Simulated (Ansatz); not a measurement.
Input deck for Ansatz 0.2.0, then the block of the output on the nuclei.

The cell is a COD entry, its atoms then relaxed with PBE in this cell.

```yaml
crystal:
  lattice:
    - [0.0, 3.2391, 3.2391]
    - [3.2391, 0.0, 3.2391]
    - [3.2391, 3.2391, 0.0]
  atoms:
    - { symbol: In, position: [0.0, 0.0, 0.0] }
    - { symbol: Sb, position: [0.75, 0.75, 0.75] }
kpoints:
  mp_grid: { grid: [12, 12, 12] }
scf:
  occupations: { method: fermi_dirac, width: 0.05 }
hamiltonian:
  xc: lda
  pseudopotentials: { kind: paw }
output:
  forces: true
  stress: true
  populations: true
  efg:
    quadrupole_moments_barn: { In: 0.772, Sb: -0.543 }
    contact_densities: true
```

```sh
ansatz run input.yaml --threads 1 --pin off --max-ram 3072MiB --backend cpu --events-out ev --progress --plain --runs-dir out
```

Of the output, the block on the nuclei alone is shown; the set-up, the SCF iterations, energies, forces and stress are cut. One atom of each set with nearly equal values is shown.

```
--- PAW observables at the nuclei: V_zz in 10²¹ V/m², potentials from the cell's mean, atoms counted from 1 ---
  atom   1  In V_zz =    -0.000000   η = 0.0000   by run symmetry: forbidden   C_q = -0.0000 MHz
            electrostatic potential = -7936.299731 V   contact ρ = 1128482.168195 e/Å³
  atom   2  Sb V_zz =    -0.000000   η = 0.0000   by run symmetry: forbidden   C_q = +0.0000 MHz
            electrostatic potential = -8407.316234 V   contact ρ = 1344731.872986 e/Å³
```

Hardware: 1 thread of Intel Xeon Platinum 8375C CPU @ 2.90GHz (Ice Lake) (x86_64; 16 cores open to the job, memory cap 3.0 GiB, no GPU), a shared host with a load of 0.6 a core. Wall time 8.8 s, CPU time 7.9 s, peak memory 0.53 GiB.
